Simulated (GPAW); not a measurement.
**Collinear magnetic orders of free-standing triangular Cr monolayer, spacing 2.56 A with GPAW**

Aim: find out whether free-standing triangular Cr monolayer, spacing 2.56 A carries moments, and which collinear order costs least.

Main program and level: GPAW 26.7.0; LDA; plane waves with GPAW's PAW setups, scalar-relativistic.

### Step 1. The starting structure

The cell holds 1 atom: 1 Cr. Cell: a = 2.560 Å, b = 2.560 Å, c = 14.000 Å, α = 90.0°, β = 90.0°, γ = 120.0°. model lattice. Vacuum lies along c.

### Step 2. Order 1, typed as ferro +

The parallel start comes first: it fits the smallest cell, keeps the most symmetry and shows whether parallel moments form.

Contents of order1.py:

```python
import json
import numpy as np
from ase import Atoms
from ase.parallel import paropen, parprint
from gpaw import GPAW

atoms = Atoms(['Cr'],
    cell=[[2.56, 0.0, 0.0],
         [-1.28, 2.217025, 0.0],
         [0.0, 0.0, 14.0]],
    scaled_positions=[[0.0, 0.0, 0.5]],
    pbc=True,
    magmoms=[2.5])
atoms.calc = GPAW(mode={'name': 'pw', 'ecut': 550},
    xc='LDA',
    kpts={'size': (12, 12, 1), 'gamma': True},
    occupations={'name': 'fermi-dirac', 'width': 0.05},
    convergence={'density': 1e-05, 'energy': 1e-05},
    maxiter=200,
    txt='order1.txt')
e = atoms.get_potential_energy(force_consistent=True)
res = {'free_energy': e, 'energy_sigma0': atoms.get_potential_energy(), 'fermi_energy': atoms.calc.get_fermi_level()}
res['moments'] = atoms.get_magnetic_moments().tolist()
res['total'] = atoms.get_magnetic_moment()
parprint('site moments (muB):', np.round(res['moments'], 3))
parprint(f"total moment: {res['total']:.3f} muB")
parprint(f'free energy: {e:.6f} eV')
atoms.calc.write('order1.gpw')
with paropen('results.json', 'w') as f:
    json.dump(res, f)
```

The run is started by

```bash
OMP_NUM_THREADS=1 python3 order1.py > order1.log
```

Numbers of over 12 decimals in the logs are rounded to 6 here.

Output:

```text
site moments (muB): [0.]
total moment: 0.000 muB
free energy: -7.544984 eV

--- order1.txt ---
Input parameters:
  mode=PW(ecut=550),
  convergence={'density': 1e-05, 'energy': 1e-05},
  kpts=MonkhorstPack(size=(12, 12, 1), gamma=True),
  maxiter=200,
  occupations=Occupations(name='fermi-dirac', width=0.05),
  xc=XC(name='LDA')

Diagonalizing LCAO Hamiltonian
Converting LCAO to pw mode

       Cr

Atoms  # Å, Bohr magnetons
|   | symbol |        x |        y |        z |    initial magnetic moments |
|---|--------|----------|----------|----------|-----------------------------|
| 0 |     Cr | 0.000000 | 0.000000 | 7.000000 | ( 0.0000,  0.0000,  2.5000) |

Unit cell  # Å
| periodic |         x |        y |         z |   lengths |     angles |
|----------|-----------|----------|-----------|-----------|------------|
|      yes |  2.560000 | 0.000000 |  0.000000 |  2.560000 |  90.000000 |
|      yes | -1.280000 | 2.217025 |  0.000000 |  2.560000 |  90.000000 |
|      yes |  0.000000 | 0.000000 | 14.000000 | 14.000000 | 120.000000 |

Number of symmetries: 8

BZ-sampling:
  Number of BZ points: 144
  Number of IBZ points: 43

  Monkhorst-Pack size: [12, 12, 1]
  Monkhorst-Pack shift: [0.041667, 0.041667, 0.0]

K-points  # in reciprocal-cell coordinates
|     |                                coordinates |     weight |
|-----|--------------------------------------------|------------|
|   0 | ( -0.00000000,  -0.00000000,   0.00000000) | 0.00694444 |
|   1 | ( -0.00000000,   0.08333333,   0.00000000) | 0.01388889 |
|   2 | ( -0.00000000,   0.16666667,   0.00000000) | 0.01388889 |
|   3 | ( -0.00000000,   0.25000000,   0.00000000) | 0.01388889 |
|   4 | ( -0.00000000,   0.33333333,   0.00000000) | 0.01388889 |
|   5 | ( -0.00000000,   0.41666667,   0.00000000) | 0.01388889 |
|   6 | ( -0.00000000,   0.50000000,   0.00000000) | 0.00694444 |
|   7 | (  0.08333333,  -0.00000000,   0.00000000) | 0.02777778 |
|   8 | (  0.08333333,   0.08333333,   0.00000000) | 0.02777778 |
|   9 | (  0.08333333,   0.16666667,   0.00000000) | 0.02777778 |
| ... |                                            |            |
|  42 | (  0.50000000,   0.50000000,   0.00000000) | 0.01388889 |

Plane wave coefficients: 2373
Cutoff: 550.0 eV

Spin-components: 2 (collinear spins)
Bands:           9
Projectors:      6
Spin-degeneracy: 1
Datatype:        complex128

Parallelization:
  kpt:    1
  domain: 1
  band:   1

Density:
  Valence electrons: 6.0
  Components: 2
  Grid points: [14 14 80]
  Charge: 0.0  # |e|

Potential:
  Grid points: [14 14 80]

species:
  Cr:
    name:    Chromium
    Z:       24.0
    valence: 6
    core:    18
    charge:  0.0  # [|e|]
    compensation charges:
      type: gauss
      rc: 0.35  # [Å]
      lmax: 2
    cutoffs:
      filter: 2.14  # [Å]
      core: 3.04  # [Å]
    projectors
    | kind |    occ | energy [eV] | rcut [Å] |
    |------|--------|-------------|----------|
    |   4s |  1.000 |      -4.191 |    1.164 |
    |   4p |  0.000 |      -1.079 |    1.217 |
    |   3d |  5.000 |      -3.128 |    1.111 |
    |    s |        |      23.021 |    1.164 |
    |    p |        |      26.132 |    1.217 |
    |    d |        |      24.083 |    1.111 |

    Using partial waves for Cr as LCAO basis

Reference energy: -28526.683362  # eV

eigensolver:
  PPCG
  Converge bands: occupied
  niter=2

density mixing:
  MSR1-Mixer
  Pratt-step length: 0.05
  Maximum mixing coefficient: 0.75
  Old densities: 10
  SVD Regularization: 0.005
  Good broyden scale: 1.0
  Trust region scale: 1.0
  Backstep threshold: 4.0
  History deletion threshold: 6.0
  Fourier metric: weight=20.0, sigma=0.015

occupation numbers:
  Fermi-Dirac:
    width: 0.0500  # eV

poisson solver:
  ecut: 4400.0  # eV

xc functional:
  name: None

convergence criteria:
- Maximum integral of absolute [dens]ity change: 1e-05 electrons / valence electron
- Maximum [total energy] change in last 3 cyles: 1e-05 eV / valence electron
- Maximum integral of absolute [eigenst]ate change: 4e-08 eV^2 / valence electron
maximum number of iterations: 200

SCF iterations
|iter     |      energy | eigst |  dens |  magmom |
|---------|-------------|-------|-------|---------|
|iter:   1|       0s |   -8.119622 | +0.48 |       |  +2.4965|
|iter:   2|       1s |   -7.914959 | -1.32 | -0.49 |  +2.4635|
|iter:   3|       3s |   -7.445361 | -0.44 | -0.53 |  +2.1059|
|iter:   4|       5s |   -7.435091 | -1.43 | -0.97 |  +2.0270|
|iter:   5|       6s |   -7.459268 | -1.91 | -1.15 |  +1.8430|
|iter:   6|       8s |   -7.473245 | -2.31 | -1.26 |  +1.6800|
|iter:   7|      10s |   -7.465205 | -1.61 | -1.41 |  +0.5563|
|iter:   8|      11s |   -7.506341 | -1.83 | -1.14 |  +1.0447|
|iter:   9|      13s |   -7.515061 | -2.32 | -1.56 |  +0.8234|
|iter:  10|      15s |   -7.516795 | -2.95 | -1.80 |  +0.7733|
[... 13 iterations left out ...]
|iter:  24|      37s |   -7.536314c| -6.06 | -4.68 |  +0.0005|
|iter:  25|      38s |   -7.536314c| -6.06 | -5.18c|  +0.0003|
|iter:  26|      39s |   -7.536314c| -6.31 | -5.05c|  +0.0003|
|iter:  27|      40s |   -7.536314c| -6.47 | -5.13c|  +0.0003|
|iter:  28|      41s |   -7.536314c| -6.75 | -4.83 |  +0.0002|
|iter:  29|      42s |   -7.536314c| -6.97 | -4.95 |  +0.0002|
|iter:  30|      43s |   -7.536314c| -7.09 | -4.99 |  +0.0001|
|iter:  31|      44s |   -7.536314c| -7.39 | -5.23c|  +0.0000|
|iter:  32|      45s |   -7.536314c| -7.39 | -5.38c|  +0.0001|
|iter:  33|      46s |   -7.536314c| -7.80c| -5.49c|  +0.0000|

Converged in 33 steps
Energy contributions relative to reference atoms: (reference = -28526.683362)

Energy contributions:
  Kinetic:         -21.287779
  Coulomb:          14.760336
  Zero:              0.069364
  External:          0.000000
  Xc:               -1.069565
  Entropy:          -0.017341
  Spinorbit:         0.000000
  ----------------------------
  Free energy:      -7.544984
  Extrapolated:     -7.536314

dipole moment: (-3.141297, -5.440887, 0.000077)  # |e|*Ang

Total magnetic moment: (0.000000, 0.000000, 0.000022)

Local magnetic moments
|        x |        y |        z |
|----------|----------|----------|
| 0.000000 | 0.000000 | 0.000017 |  # Cr   0

Fermi level: -2.783
Eigenvalues  # (at kpt = [-0.000, -0.000, 0.000])
| band index |      eig [eV] | occ [0-1] |      eig [eV] | occ [0-1] |
|------------|---------------|-----------|---------------|-----------|
|          0 |        -7.521 |     1.000 |        -7.521 |     1.000 |
|          1 |        -3.888 |     1.000 |        -3.888 |     1.000 |
|          2 |        -2.841 |     0.763 |        -2.841 |     0.763 |
|          3 |        -2.841 |     0.763 |        -2.841 |     0.763 |
|          4 |        -2.291 |     0.000 |        -2.291 |     0.000 |
|          5 |        -1.354 |     0.000 |        -1.354 |     0.000 |
|          6 |        -1.354 |     0.000 |        -1.354 |     0.000 |
|          7 |         1.968 |     0.000 |         1.968 |     0.000 |
|          8 |         2.928 |     0.000 |         2.928 |     0.000 |

No gap
No difference between direct/indirect transitions
```

Elapsed: 50 s, on 1 MPI rank of Arm Neoverse V2, shared host; peak memory 0.2 GiB.

Read from the output:

```yaml
final_state: non-magnetic
```

After 33 cycles the seed has died away: no moment is left.

### Step 3. Start 2: antiferro q=(0,1/2,0) +-

An opposed order shows whether the pairs that it reverses prefer unlike signs.

The cell is doubled to 2 atoms to hold this order. Its mesh is chosen so that both cells sample the same points.

order2.py is the script of step 2 with these lines changed:

```diff
@@ -6,12 +6,13 @@
 
-atoms = Atoms(['Cr'],
+atoms = Atoms(['Cr', 'Cr'],
     cell=[[2.56, 0.0, 0.0],
-         [-1.28, 2.217025, 0.0],
+         [-2.56, 4.43405, 0.0],
          [0.0, 0.0, 14.0]],
-    scaled_positions=[[0.0, 0.0, 0.5]],
+    scaled_positions=[[0.0, 0.0, 0.5],
+         [0.0, 0.5, 0.5]],
     pbc=True,
-    magmoms=[2.5])
+    magmoms=[2.5, -2.5])
 atoms.calc = GPAW(mode={'name': 'pw', 'ecut': 550},
     xc='LDA',
-    kpts={'size': (12, 12, 1), 'gamma': True},
+    kpts={'size': (12, 6, 1), 'gamma': True},
     occupations={'name': 'fermi-dirac', 'width': 0.05},
@@ -19,3 +20,3 @@
     maxiter=200,
-    txt='order1.txt')
+    txt='order2.txt')
 e = atoms.get_potential_energy(force_consistent=True)
@@ -27,3 +28,3 @@
 parprint(f'free energy: {e:.6f} eV')
-atoms.calc.write('order1.gpw')
+atoms.calc.write('order2.gpw')
 with paropen('results.json', 'w') as f:
```

The run is started by

```bash
OMP_NUM_THREADS=1 python3 order2.py > order2.log
```

Output:

```text
site moments (muB): [ 2.882 -2.882]
total moment: -0.000 muB
free energy: -15.789423 eV

--- order2.txt ---
Input parameters:
  mode=PW(ecut=550),
  convergence={'density': 1e-05, 'energy': 1e-05},
  kpts=MonkhorstPack(size=(12, 6, 1), gamma=True),
  maxiter=200,
  occupations=Occupations(name='fermi-dirac', width=0.05),
  xc=XC(name='LDA')

Diagonalizing LCAO Hamiltonian
Converting LCAO to pw mode

         Cr
          Cr

Atoms  # Å, Bohr magnetons
|   | symbol |         x |        y |        z |    initial magnetic moments |
|---|--------|-----------|----------|----------|-----------------------------|
| 0 |     Cr |  0.000000 | 0.000000 | 7.000000 | ( 0.0000,  0.0000,  2.5000) |
| 1 |     Cr | -1.280000 | 2.217025 | 7.000000 | ( 0.0000,  0.0000, -2.5000) |

Unit cell  # Å
| periodic |         x |        y |         z |   lengths |     angles |
|----------|-----------|----------|-----------|-----------|------------|
|      yes |  2.560000 | 0.000000 |  0.000000 |  2.560000 |  90.000000 |
|      yes | -2.560000 | 4.434050 |  0.000000 |  5.120000 |  90.000000 |
|      yes |  0.000000 | 0.000000 | 14.000000 | 14.000000 | 120.000000 |

Number of symmetries: 4

BZ-sampling:
  Number of BZ points: 72
  Number of IBZ points: 38

  Monkhorst-Pack size: [12, 6, 1]
  Monkhorst-Pack shift: [0.041667, 0.083333, 0.0]

Plane wave coefficients: 4694
Cutoff: 550.0 eV

Spin-components: 2 (collinear spins)
Bands:           12
Projectors:      12
Spin-degeneracy: 1
Datatype:        complex128

Parallelization:
  kpt:    1
  domain: 1
  band:   1

Density:
  Valence electrons: 12.0
  Components: 2
  Grid points: [14 28 80]
  Charge: 0.0  # |e|

Potential:
  Grid points: [14 28 80]

[... setups left out ...]
Reference energy: -57053.366723  # eV

eigensolver:
  PPCG
  Converge bands: occupied
  niter=2

density mixing:
  MSR1-Mixer
  Pratt-step length: 0.05
  Maximum mixing coefficient: 0.75
  Old densities: 10
  SVD Regularization: 0.005
  Good broyden scale: 1.0
  Trust region scale: 1.0
  Backstep threshold: 4.0
  History deletion threshold: 6.0
  Fourier metric: weight=20.0, sigma=0.015

occupation numbers:
  Fermi-Dirac:
    width: 0.0500  # eV

poisson solver:
  ecut: 4400.0  # eV

xc functional:
  name: None

convergence criteria:
- Maximum integral of absolute [dens]ity change: 1e-05 electrons / valence electron
- Maximum [total energy] change in last 3 cyles: 1e-05 eV / valence electron
- Maximum integral of absolute [eigenst]ate change: 4e-08 eV^2 / valence electron
maximum number of iterations: 200

SCF iterations
|iter     |      energy | eigst |  dens |  magmom |
|---------|-------------|-------|-------|---------|
|iter:   1|       0s |  -17.005704 | +0.56 |       |  +0.0000|
|iter:   2|       4s |  -16.594981 | -0.98 | -0.54 |  -0.0000|
|iter:   3|       9s |  -15.506251 | +0.03 | -0.59 |  +0.0000|
|iter:   4|      13s |  -15.568581 | -1.16 | -1.04 |  +0.0000|
|iter:   5|      17s |  -15.674701 | -1.25 | -1.04 |  -0.0000|
|iter:   6|      22s |  -15.742245 | -1.59 | -1.24 |  +0.0000|
|iter:   7|      26s |  -15.772502 | -1.70 | -1.33 |  +0.0000|
|iter:   8|      30s |  -15.777292 | -2.20 | -1.81 |  -0.0000|
|iter:   9|      35s |  -15.778291 | -2.54 | -2.54 |  +0.0000|
|iter:  10|      39s |  -15.778935 | -2.81 | -2.75 |  -0.0000|
[... 18 iterations left out ...]
|iter:  29|     122s |  -15.779797c| -6.44 | -4.35 |  -0.0000|
|iter:  30|     126s |  -15.779797c| -6.60 | -4.28 |  -0.0000|
|iter:  31|     130s |  -15.779797c| -6.75 | -4.18 |  -0.0000|
|iter:  32|     134s |  -15.779797c| -7.02 | -4.14 |  -0.0000|
|iter:  33|     137s |  -15.779797c| -7.15 | -4.25 |  -0.0000|
|iter:  34|     141s |  -15.779797c| -7.42c| -4.36 |  -0.0000|
|iter:  35|     144s |  -15.779797c| -7.44c| -4.76 |  -0.0000|
|iter:  36|     147s |  -15.779797c| -7.59c| -4.55 |  -0.0000|
|iter:  37|     149s |  -15.779797c| -7.74c| -4.68 |  -0.0000|
|iter:  38|     151s |  -15.779797c| -8.09c| -5.34c|  -0.0000|

Converged in 38 steps
Energy contributions relative to reference atoms: (reference = -57053.366723)

Energy contributions:
  Kinetic:          -7.949527
  Coulomb:           1.700477
  Zero:              0.076270
  External:          0.000000
  Xc:               -9.597391
  Entropy:          -0.019252
  Spinorbit:         0.000000
  ----------------------------
  Free energy:     -15.789423
  Extrapolated:    -15.779797

dipole moment: (-6.216171, -10.766676, 0.000155)  # |e|*Ang

Total magnetic moment: (0.000000, 0.000000, -0.000001)

Local magnetic moments
|        x |        y |         z |
|----------|----------|-----------|
| 0.000000 | 0.000000 |  2.881773 |  # Cr   0
| 0.000000 | 0.000000 | -2.881774 |  # Cr   1

Fermi level: -2.453
Eigenvalues  # (at kpt = [-0.000, 0.000, 0.000])
| band index |      eig [eV] | occ [0-1] |      eig [eV] | occ [0-1] |
|------------|---------------|-----------|---------------|-----------|
|          0 |        -7.486 |     1.000 |        -7.486 |     1.000 |
|          1 |        -5.459 |     1.000 |        -5.459 |     1.000 |
|          2 |        -4.135 |     1.000 |        -4.135 |     1.000 |
|          3 |        -3.818 |     1.000 |        -3.818 |     1.000 |
|          4 |        -2.819 |     0.999 |        -2.819 |     0.999 |
|          5 |        -2.208 |     0.007 |        -2.208 |     0.007 |
|          6 |        -2.162 |     0.003 |        -2.162 |     0.003 |
|          7 |        -2.050 |     0.000 |        -2.050 |     0.000 |
|          8 |        -0.768 |     0.000 |        -0.768 |     0.000 |
|          9 |        -0.105 |     0.000 |        -0.105 |     0.000 |
|         10 |         0.592 |     0.000 |         0.592 |     0.000 |
|         11 |         0.978 |     0.000 |         0.978 |     0.000 |

No gap
No difference between direct/indirect transitions
```

It took 2.6 min on 1 MPI rank; peak memory 0.3 GiB.

Numbers from this step:

```yaml
magnetization: 0 μB
final_state: antiferromagnetic
largest_moment: 2.882 μB
```

It lies 350 meV a seeded atom under the first start, and its largest moment is 2.88 μB against 1.7e-5 μB.

### Step 4. Order 3, typed as no spin polarisation

A run without seeds gives the energy of the state without moments.

Contents of nospin.py:

```python
import json
import numpy as np
from ase import Atoms
from ase.parallel import paropen, parprint
from gpaw import GPAW

atoms = Atoms(['Cr'],
    cell=[[2.56, 0.0, 0.0],
         [-1.28, 2.217025, 0.0],
         [0.0, 0.0, 14.0]],
    scaled_positions=[[0.0, 0.0, 0.5]],
    pbc=True)
atoms.calc = GPAW(mode={'name': 'pw', 'ecut': 550},
    xc='LDA',
    kpts={'size': (12, 12, 1), 'gamma': True},
    occupations={'name': 'fermi-dirac', 'width': 0.05},
    convergence={'density': 1e-05, 'energy': 1e-05},
    maxiter=200,
    txt='nospin.txt')
e = atoms.get_potential_energy(force_consistent=True)
res = {'free_energy': e, 'energy_sigma0': atoms.get_potential_energy(), 'fermi_energy': atoms.calc.get_fermi_level()}
parprint(f'free energy: {e:.6f} eV')
atoms.calc.write('nospin.gpw')
with paropen('results.json', 'w') as f:
    json.dump(res, f)
```

The run is started by

```bash
OMP_NUM_THREADS=1 python3 nospin.py > nospin.log
```

Output:

```text
free energy: -7.544984 eV

--- nospin.txt ---
Input parameters:
  mode=PW(ecut=550),
  convergence={'density': 1e-05, 'energy': 1e-05},
  kpts=MonkhorstPack(size=(12, 12, 1), gamma=True),
  maxiter=200,
  occupations=Occupations(name='fermi-dirac', width=0.05),
  xc=XC(name='LDA')

Diagonalizing LCAO Hamiltonian
Converting LCAO to pw mode

       Cr

Atoms  # Å, Bohr magnetons
[...]
| band index |      eig [eV] | occ [0-2] |
|------------|---------------|-----------|
|          0 |        -7.521 |     2.000 |
|          1 |        -3.888 |     2.000 |
|          2 |        -2.841 |     1.526 |
|          3 |        -2.841 |     1.526 |
|          4 |        -2.291 |     0.000 |
|          5 |        -1.354 |     0.000 |
|          6 |        -1.354 |     0.000 |
|          7 |         1.968 |     0.000 |

No gap
No difference between direct/indirect transitions


[key lines of the parts left out:]
Free energy:      -7.544984
Converged in 30 steps
dipole moment: (-3.141295, -5.440882, 0.000077)  # |e|*Ang
Fermi level: -2.783
```

It took 20 s on 1 MPI rank; peak memory 0.16 GiB.

Read from the output:

```
final state : non-magnetic (no spin polarisation)
```

It ends in the same state without moments as the first start; the 8.1e-6 meV between them is numerical noise.

### Step 5. Ranking

These are free energies at a smearing of 0.05 eV, so its entropy term is in the differences. They are divided by the number of seeded atoms, so that cells of unlike size compare. Wavevectors q in the names are fractions of the reciprocal vectors of the first run's cell.

Orders:

```tsv
start	final state	typed order kept	energy over the lowest (meV a seeded atom)	largest site moment (μB)	net moment (μB a primitive cell)	mesh matched	CPU time (s)
ferro +	non-magnetic	no	349.7	0	0	yes	49.58
antiferro q=(0,1/2,0) +-	antiferromagnetic	yes	0	2.882	0	yes	158.4
no spin polarisation	non-magnetic	-	349.7	0	0	yes	19.94
```

### Step 6. What came out

| Quantity | Value |
| --- | --- |
| lowest state found | antiferromagnetic (typed antiferro q=(0,1/2,0) +-) |
| largest site moment | 2.88 μB |
| next state | non-magnetic, 350 meV a seeded atom higher |
| energy gained by spin polarisation | 350 meV a seeded atom |

What this shows: The lowest state found is antiferromagnetic, reached from the start antiferro q=(0,1/2,0) +-, with moments up to 2.88 μB. 1 start left the typed pattern (a sign turned or a seeded moment died), so such an energy belongs to the state reached, not the one typed. This is the lowest of 3 finished starts, no proof of the ground state.

[Logs and program files are shortened in this print: banners, set-up blocks, solver, clock and traceback lines can be left out without a mark of their own.]

[Logs are printed without paths, hosts, clocks, repeated set-up lines and the standing remarks that a program may print on its own settings, such as how far it seeks lower states.]

[Hosts, paths, dates, database ids (printed as entryN), source tags and the programs' standing remarks are cut or masked in the printed files.]

[Where a cell is said to come from a database of computed structures, the database is the Materials Project.]
